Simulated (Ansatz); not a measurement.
Below is a relaxed structure of SnTe. The cell was found from a structure generator's guess, not taken from experiment.

Theory: DFT PBE, scalar-relativistic, plane waves, PAW (Ansatz 0.2.0). Cutoff 420 eV, Γ-centred mesh, Gaussian smearing, no spin polarisation.

```
CELL_PARAMETERS angstrom
3.88715 0.00000 0.00000
0.00000 3.88715 0.00000
0.00000 0.00000 3.88715
ATOMIC_POSITIONS crystal
Sn 0.50000 0.50000 0.50000
Te 0.00000 0.00000 0.00000
```

Formation energies are uncorrected and refer to the elements' standard structures at the same level. The references include grey tin.

(1) What space group does it have?

(2) What is its formation energy per atom?

(3) Is it a metal?

Answers

(1) Pm-3m (No. 221), the caesium chloride type. Conventional cell: a = 3.887 Å. Around Sn lie 8 Te at 3.37 Å and 6 Sn at 3.89 Å; around Te lie 8 Sn at 3.37 Å and 6 Te at 3.89 Å.

(2) −0.05 eV/atom.

(3) Yes, bands cross the Fermi level on the 14×14×14 mesh.

The last run used a 14×14×14 mesh for its 2-atom cell and Gaussian smearing of 0.10 eV. These runs have no spin–orbit coupling, which can matter for Te. The reference form of Te is held partly by dispersion forces, which this level lacks. Symmetry constrained the relaxation, so the result can be a saddle point. Another cell of SnTe relaxed alike, in P6_3/mmc, lies 124 meV/atom lower, so this cell isn't the stable form at this level.
